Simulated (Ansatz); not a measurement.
# One atom moved over a plane in CoO

Level of theory: DFT PBE, scalar-relativistic, plane waves, PAW in Ansatz 0.2.0. Cutoff 420 eV, Γ-centred 18×18×18 k-points, Gaussian smearing of 0.15 eV. Collinear spins, started from moments 2.6, 0.3 μB in atom order; the magnetic state may not be the lowest. Energies are free energies at this smearing, counted from the undisturbed cell; pressure is positive in compression.

The undisturbed cell (as given, not relaxed at this level; it stands at 0.0 GPa):

```
CELL_PARAMETERS angstrom
1.50547 0.86918 2.43993
-1.50547 0.86918 2.43993
0.00000 -1.73837 2.43993
ATOMIC_POSITIONS crystal
Co 0.00000 0.00000 0.00000
O 0.50000 0.50000 0.50000
```

Atom 1 (Co) is moved by p along (1.000, 0.000, 0.000) and q along (0.000, 1.000, 0.000) (Å), all else fixed. Points are written (p, q).

Energy above the undisturbed cell in eV/cell (a dash: not computed):

| p \ q | -0.600 | -0.300 | 0.000 | 0.300 | 0.600 |
| --- | --- | --- | --- | --- | --- |
| -0.600 | 1.45 | 0.87 | 0.68 | 0.87 | 1.45 |
| -0.300 | ? | – | 0.09 | – | ? |
| 0.000 | ? | 0.10 | 0.00 | 0.10 | ? |
| 0.300 | ? | – | 0.09 | – | ? |
| 0.600 | 1.45 | 0.87 | 0.68 | 0.87 | 1.45 |

Question: Fill in the withheld energies.

Answer: (-0.300, -0.600): 0.80; (-0.300, 0.600): 0.80; (0.000, -0.600): 0.64; (0.000, 0.600): 0.64; (0.300, -0.600): 0.80; (0.300, 0.600): 0.80.